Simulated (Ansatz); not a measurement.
The system is As.

```
As
1.0
     1.88080    1.08588    3.51406
    -1.88080    1.08588    3.51406
     0.00000   -2.17176    3.51406
As
2
Direct
  0.22600 0.22600 0.22600
  0.77400 0.77400 0.77400
```

- Program: Ansatz 0.2.0
- Task: relaxation of cell and atoms
- Functional: PBE
- Potentials or basis: Ansatz PAW
- Cutoff: 420 eV (not typed: the program's choice for these potentials)
- k mesh: 9 × 9 × 9
- Occupations: fermi-dirac, width 0.05 eV
- Spin: no spin polarisation

At the start: volume 21.53 Å³/atom.

**Question.** How do energy, volume and symmetry change on relaxing?

**Answer.** It ends after 7 steps and the volume is 22.63 Å³/atom (+5.1 %); space group R-3m (No. 166, to 0.05 Å).

Step by step:
| step | energy change (eV) | largest force (eV/Å) | volume (Å³) |
| --- | --- | --- | --- |
| 1 | 0.0000 | 0.4286 | 43.06 |
| 2 | -0.0236 | 0.0071 | 45.64 |
| 3 | -0.0241 | 0.1055 | 44.99 |
| 4 | -0.0249 | 0.0039 | 45.17 |
| 5 | -0.0249 | 0.0005 | 45.19 |
| 6 | -0.0249 | 0.0010 | 45.26 |
| 7 | -0.0253 | 0.0008 | 45.26 |

Final structure:
```yaml
crystal:
  lattice:
    - [1.90380, 1.09916, 3.60452]
    - [-1.90380, 1.09916, 3.60452]
    - [0.00000, -2.19832, 3.60452]
  atoms:
    - { symbol: As, position: [0.22633, 0.22633, 0.22633] }
    - { symbol: As, position: [0.77367, 0.77367, 0.77367] }
```

Caveat: the plane-wave basis is chosen anew once the cell has moved, so the energies of steps on either side of that aren't comparable.
